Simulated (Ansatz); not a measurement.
# BN: zone-centre modes

All numbers below come from DFT PBE, scalar-relativistic, plane waves, PAW in Ansatz. Settings: plane waves to 420 eV, k-mesh 10×10×6 (Γ-centred), Gaussian smearing 0.05 eV. No spin polarisation.

Zero of the scan (relaxed at this level):

```
B N
1.0
     0.00000   -1.81235   -1.81235
     0.00000    1.81235   -1.81235
     3.62470    0.00000    0.00000
B N
2 2
Direct
  0.50000 0.50000 0.50000
  0.00000 0.00000 0.00000
  0.00000 0.50000 0.25000
  0.50000 0.00000 0.75000
```

Harmonic modes by finite displacements of 0.02 Å, without the LO–TO term. The cell doubles the primitive one, so its zone centre also holds the primitive cell's point q = (0, 1/2, 1/2).

At this geometry, is the structure stable against these modes?

Yes: no mode is imaginary beyond 10 cm⁻¹, and only the three translations lie near zero.

List the wavenumbers in cm⁻¹.

0, 0, 0, 695, 695, 885, 885, 997, 1027, 1027, 1027, 1139.

Cost: 1 run of about 0.11 core-minutes, on AMD EPYC 9R45 (Zen 5) (shared hosts).